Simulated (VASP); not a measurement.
# Si3Ge (P-4m2) in VASP: relaxation of cell and atoms with PBE

Aim: the relaxation of cell and atoms of Si3Ge with PBE.

Everything below comes from runs of VASP 6.6.1. Logs are shortened: lines on timing, memory, paths and dates and some standing lists are left out, and cuts for length are marked.

## Step 1: Starting point

The structure is tetragonal, space group P-4m2 (No. 115). The conventional cell has a = 3.882 Å, b = 3.882 Å, c = 5.490 Å, α = 90.00°, β = 90.00°, γ = 90.00°. Si (site symmetry -4m2) is surrounded by 4 Si at 2.38 Å. Si (site symmetry 2mm) has 2 Si at 2.38 Å and 2 Ge at 2.38 Å as nearest neighbours. Ge (site symmetry -4m2) is surrounded by 4 Si at 2.38 Å.

The cell was built by a generator and needn't be a form met in nature.

## Step 2: Relaxation of cell and atoms, PBE

File INCAR:

```
SYSTEM = Si3Ge
ALGO = Fast ; EDIFF = 1E-4
EDIFFG = -0.08 ; ENCUT = 520
GGA = PE ; IBRION = 2
ISIF = 3 ; ISMEAR = 0
LASPH = .True. ; LCHARG = .False.
LREAL = .False. ; LWAVE = .False.
NELM = 60 ; NSW = 24
PREC = Normal ; SIGMA = 0.15
```

File KPOINTS:

```
k-points
0
Gamma
  5 5 4
  0 0 0
```

File POSCAR:

```
Si3Ge
1.0
    3.8820000000      0.0000000000      0.0000000000
    0.0000000000      3.8820000000      0.0000000000
    0.0000000000      0.0000000000      5.4900000000
Si Ge
3 1
Direct
    0.5000000000      0.5000000000      0.5000000000
    0.5000000000      0.0000000000      0.7500000000
    0.0000000000      0.5000000000      0.2500000000
    0.0000000000      0.0000000000      0.0000000000
```

Potentials or basis: VASP PAW PBE potentials, release 64 (Si, Ge_d).

Command:

```bash
$ cat potpaw_PBE.64/Si/POTCAR potpaw_PBE.64/Ge_d/POTCAR > POTCAR
$ mpirun -np 1 vasp_std > vasp.out
```

OUTCAR:

```text
SYSTEM = Si3Ge
   EDIFF = 1E-4
   EDIFFG = -0.08
   ENCUT = 520
   GGA = PE
   IBRION = 2
   ISIF = 3
   ISMEAR = 0
   LASPH = .True.
   LREAL = .False.
   NELM = 60
   NSW = 24
   PREC = Normal

 ion  position               nearest neighbor table
   1  0.500  0.500  0.500-   2 2.38   3 2.38   2 2.38   3 2.38
   2  0.500  0.000  0.750-   1 2.38   4 2.38   1 2.38   4 2.38
   3  0.000  0.500  0.250-   1 2.38   4 2.38   4 2.38   1 2.38
   4  0.000  0.000  0.000-   2 2.38   3 2.38   3 2.38   2 2.38

  LATTYP: Found a simple tetragonal cell.
 ALAT       =     3.8820000000
 C/A-ratio  =     1.4142194745

  Lattice vectors:

 A1 = (   3.8820000000,   0.0000000000,   0.0000000000)
 A2 = (   0.0000000000,   3.8820000000,   0.0000000000)
 A3 = (   0.0000000000,   0.0000000000,   5.4900000000)

Analysis of symmetry for initial positions (statically):
=====================================================================
 Subroutine PRICEL returns:
 Original cell was already a primitive cell.

 Routine SETGRP: Setting up the symmetry group for a
 simple tetragonal supercell.

 Subroutine GETGRP returns: Found  8 space group operations
 (whereof  8 operations were pure point group operations)
 out of a pool of 16 trial point group operations.

The static configuration has the point symmetry D_2d.

Analysis of symmetry for dynamics (positions and initial velocities):
=====================================================================
 Subroutine PRICEL returns:
 Original cell was already a primitive cell.

 Routine SETGRP: Setting up the symmetry group for a
 simple tetragonal supercell.

 Subroutine GETGRP returns: Found  8 space group operations
 (whereof  8 operations were pure point group operations)
 out of a pool of 16 trial point group operations.

The dynamic configuration has the point symmetry D_2d.

 Subroutine INISYM returns: Found  8 space group operations
 (whereof  8 operations are pure point group operations),
 and found     1 'primitive' translations

----------------------------------------------------------------------------------------

                                     Primitive cell

  volume of cell :      82.7339

  direct lattice vectors                    reciprocal lattice vectors
     3.882000000  0.000000000  0.000000000     0.257599176  0.000000000  0.000000000
     0.000000000  3.882000000  0.000000000     0.000000000  0.257599176  0.000000000
     0.000000000  0.000000000  5.490000000     0.000000000  0.000000000  0.182149362

  length of vectors
     3.882000000  3.882000000  5.490000000     0.257599176  0.257599176  0.182149362

  position of ions in fractional coordinates (direct lattice)
     0.500000000  0.500000000  0.500000000
     0.500000000  0.000000000  0.750000000
     0.000000000  0.500000000  0.250000000
     0.000000000  0.000000000  0.000000000

  ion indices of the primitive-cell ions
   primitive index   ion index
                 1           1
                 2           2
                 3           3
                 4           4

----------------------------------------------------------------------------------------

 KPOINTS: k-points

Automatic generation of k-mesh.
 Grid dimensions read from file:
 generate k-points for:    5    5    4

 Generating k-lattice:

  Cartesian coordinates                     Fractional coordinates (reciprocal lattice)
     0.051519835  0.000000000  0.000000000     0.200000000  0.000000000  0.000000000
     0.000000000  0.051519835  0.000000000     0.000000000  0.200000000  0.000000000
     0.000000000  0.000000000  0.045537341     0.000000000  0.000000000  0.250000000

  Length of vectors
     0.051519835  0.051519835  0.045537341

  Shift w.r.t. Gamma in fractional coordinates (k-lattice)
     0.000000000  0.000000000  0.000000000

 Subroutine IBZKPT returns following result:
 ===========================================

 Found     18 irreducible k-points:

 Following reciprocal coordinates:
            Coordinates               Weight
  0.000000  0.000000  0.000000      1.000000
  0.200000  0.000000  0.000000      4.000000
  0.400000  0.000000  0.000000      4.000000
  0.200000  0.200000  0.000000      4.000000
  0.400000  0.200000  0.000000      8.000000
  0.400000  0.400000  0.000000      4.000000
[... 10 lines left out ...]
  0.400000  0.200000  0.500000      8.000000
  0.400000  0.400000  0.500000      4.000000
   k-points           NKPTS =     18   k-points in BZ     NKDIM =     18   number of bands    NBANDS=     17
   number of dos      NEDOS =    301   number of ions     NIONS =      4
   total plane-waves  NPLWV =  18432
   dimension x,y,z NGX =    24 NGY =   24 NGZ =   32
   dimension x,y,z NGXF=    48 NGYF=   48 NGZF=   64
   ions per type =               3   1
   NGX,Y,Z   is equivalent  to a cutoff of  10.28, 10.28,  9.69 a.u.
   NGXF,Y,Z  is equivalent  to a cutoff of  20.56, 20.56, 19.38 a.u.
 SYSTEM =  Si3Ge
   PREC   = normal    normal or accurate (medium, high low for compatibility)
   ISTART =      0    job   : 0-new  1-cont  2-samecut
   ICHARG =      2    charge: 1-file 2-atom 10-const
   ISPIN  =      1    spin polarized calculation?
   LNONCOLLINEAR =      F non collinear calculations
   LSORBIT =      F    spin-orbit coupling
   LASPH  =      T    aspherical Exc in radial PAW
   ENCUT  =  520.0 eV  38.22 Ry    6.18 a.u.   7.22  7.22 10.21*2*pi/ulx,y,z
   NELM   =     60;   NELMIN=  2; NELMDL= -5     # of ELM steps
   EDIFF  = 0.1E-03   stopping-criterion for ELM
   LREAL  =      F    real-space projection
   EDIFFG = -.8E-01   stopping-criterion for IOM
   NSW    =     24    number of steps for IOM
   IBRION =      2    ionic relax: 0-MD 1-quasi-New 2-CG
   NFREE  =      1    steps in history (QN), initial steepest desc. (CG)
   ISIF   =      3    stress and relaxation
   ISYM   =      2    0-nonsym 1-usesym 2-fastsym
   POTIM  = 0.5000    time-step for ionic-motion
   TEBEG  =    0.0;   TEEND  =   0.0 temperature during run
   PSTRESS=    0.0 pullay stress
   NELECT =      26.0000    total number of electrons
   NUPDOWN=      -1.0000    fix difference up-down
   EMIN   =  10.00;   EMAX   =-10.00  energy-range for DOS
   EFERMI =   0.00;   METHOD = LEGACY
   ISMEAR =     0;   SIGMA  =   0.15  broadening in eV -4-tet -1-fermi 0-gaus
   EFERMI_NEDOS =   21; number of points for ismear=-14 and -15
   IALGO  =     68    algorithm
   IMIX   =      4    mixing-type and parameters
     AMIX     =   0.40;   BMIX     =  1.00
     AMIX_MAG =   1.60;   BMIX_MAG =  1.00
  volume/ion in A,a.u.               =      20.68       139.58
  Fermi-wavevector in a.u.,A,eV,Ry     =   1.113025  2.103312 16.855224  1.238824
  Thomas-Fermi vector in A             =   2.249605
   LORBIT       =      0    0 simple, 1 ext, 2 COOP (PROOUT), +10 PAW based schemes
   GGA     = PE    functional components
   LHFCALC =     F    Hartree Fock is set to
   AEXX    =    0.0000 exact exchange contribution
   IVDW    =     0    specifies the selected vdW correction
   LEPSILON=     F    determine dielectric tensor
   LRPA    =     F    only Hartree local field effects (RPA)
 conjugate gradient relaxation of ions
 non-spin polarized calculation
 RMM-DIIS sequential band-by-band and
 Gauss-broadening in eV      SIGMA  =   0.15
  energy-cutoff  :      520.00
  volume of cell :       82.73
 maximum number of plane-waves:      2245
   NGX = 15   NGY = 15   NGZ = 21

--------------------------------------- Ionic step        1  -------------------------------------------

 number of electron      26.0000020 magnetization

 Free energy of the ion-electron system (eV)
  ---------------------------------------------------
  ext. energy  EPLUGINS =         0.00000000
  ---------------------------------------------------
  free energy    TOTEN  =       -20.66089410 eV

  energy without entropy =      -20.66070774  energy(sigma->0) =      -20.66080092

------------------------ aborting loop because EDIFF is reached ----------------------------------------

  FORCE on cell =-STRESS in cart. coord.  units (eV):
  Direction    XX          YY          ZZ          XY          YZ          ZX
  --------------------------------------------------------------------------------------
  -------------------------------------------------------------------------------------
  Total        1.3102806      1.3102806      0.9806239      0.0000000      0.0000000      0.0000000
  in kB       25.3741481     25.3741481     18.9902051      0.0000000      0.0000000      0.0000000
  external PRESSURE =      23.2461671 kB  Pullay stress =       0.0000000 kB

 VOLUME and BASIS-vectors are now :
 -----------------------------------------------------------------------------
  energy-cutoff  :      520.00
  volume of cell :       82.73
      direct lattice vectors                 reciprocal lattice vectors
     3.882000000  0.000000000  0.000000000     0.257599176  0.000000000  0.000000000
     0.000000000  3.882000000  0.000000000     0.000000000  0.257599176  0.000000000
     0.000000000  0.000000000  5.490000000     0.000000000  0.000000000  0.182149362
[... 153 lines left out ...]
 POSITION                                       TOTAL-FORCE (eV/Angst)
 -----------------------------------------------------------------------------------
      1.96255      1.96255      2.76781         0.000000      0.000000      0.000000
      1.96255      3.92510      4.13328         0.000000     -0.000000     -0.224489
      0.00000      1.96255      1.40234         0.000000      0.000000      0.224489
      0.00000      0.00000      0.00000         0.000000     -0.000000      0.000000
 -----------------------------------------------------------------------------------
    total drift:                                0.000000     -0.000000     -0.000000

  FREE ENERGIE OF THE ION-ELECTRON SYSTEM (eV)
  ---------------------------------------------------
  free  energy   TOTEN  =       -20.6852721351 eV

  energy  without entropy=      -20.6851659107  energy(sigma->0) =      -20.68521902

--------------------------------------- Ionic step        6  -------------------------------------------

 number of electron      26.0000019 magnetization

 Free energy of the ion-electron system (eV)
  ---------------------------------------------------
  ext. energy  EPLUGINS =         0.00000000
  ---------------------------------------------------
  free energy    TOTEN  =       -20.68983495 eV

  energy without entropy =      -20.68969891  energy(sigma->0) =      -20.68976693

 E-fermi :   5.6294     XC(G=0):  -9.4455

 val. band max:        5.3467519760   @ k =   0.0000   0.0000   0.0000
 cond. band min:       5.9388941006   @ k =   0.0000   0.0000   0.2500
 fundamental gap:      0.5921421247
 Fermi energy:         5.6293999072

 k-point     1 :       0.0000    0.0000    0.0000
  band No.  band energies     occupation
      1     -18.8559      2.00000
      2     -18.8499      2.00000
      3     -18.8499      2.00000
      4     -18.8316      2.00000
      5     -18.8232      2.00000
      6      -6.6582      2.00000
[... 9 lines left out ...]
     16       7.5794      0.00000
     17       7.8920      0.00000
[... 360 lines left out ...]
 POSITION                                       TOTAL-FORCE (eV/Angst)
 -----------------------------------------------------------------------------------
      1.96056      1.96056      2.75853         0.000000     -0.000000      0.000000
      1.96056      0.00000      4.10751         0.000000     -0.000000     -0.038124
      3.92111      1.96056      1.40955         0.000000      0.000000      0.038124
      3.92111      3.92111     -0.00000         0.000000      0.000000      0.000000
 -----------------------------------------------------------------------------------
    total drift:                                0.000000     -0.000000     -0.000000

  FREE ENERGIE OF THE ION-ELECTRON SYSTEM (eV)
  ---------------------------------------------------
  free  energy   TOTEN  =       -20.6898349511 eV

  energy  without entropy=      -20.6896989116  energy(sigma->0) =      -20.68976693

 reached required accuracy - stopping structural energy minimisation
```

It took 21 s on 1 thread of AMD EPYC 9R45 (Zen 5), shared host; peak memory 0.13 GiB.

Results:

| Quantity | Value |
| --- | --- |
| Free energy | -20.6898 eV |
| Relaxed volume | 21.21 Å³/atom |
| Relaxed cell | a = 3.921 Å, b = 3.921 Å, c = 5.517 Å, α = 90.00°, β = 90.00°, γ = 90.00° |
| Space group after relaxing (to 0.05 Å) | P-4m2 (No. 115) |
| Energy gained by relaxing | 7.2 meV/atom |
| Ionic steps | 6 |
| Pressure after relaxing | 0.3 GPa |
| Largest force after relaxing | 0.038 eV/Å |
| Band gap on the k mesh | 0.59 eV, indirect (least direct gap 0.67 eV) |

Forces in eV/Å, atoms in the order of the input:
```
Si   0.000  0.000  0.000
Si   0.000  0.000 -0.038
Si   0.000  0.000  0.038
Ge   0.000  0.000  0.000
```

Step by step:
```
step  energy change (eV)  largest force (eV/Å)  pressure (GPa)  volume (Å³)
   1              0.0000                0.5365            2.32        82.73
   2             -0.0193                0.1057           -1.49        86.38
   3             -0.0244                0.2454           -0.02        85.11
   4             -0.0241                0.2019           -1.12        85.49
   5             -0.0244                0.2245           -0.46        85.28
   6             -0.0289                0.0381            0.33        84.83
```

Final structure:
```
CELL_PARAMETERS angstrom
3.92111 0.00000 0.00000
0.00000 3.92111 0.00000
0.00000 0.00000 5.51706
ATOMIC_POSITIONS crystal
Si 0.50000 0.50000 0.50000
Si 0.50000 0.00000 0.74451
Si 0.00000 0.50000 0.25549
Ge 0.00000 0.00000 0.00000
```

Caveat: an odd mesh through Γ misses points on the zone boundary, where band edges often lie; the relaxation stopped at a loose force limit of 0.08 eV/Å, so its end isn't a converged minimum.
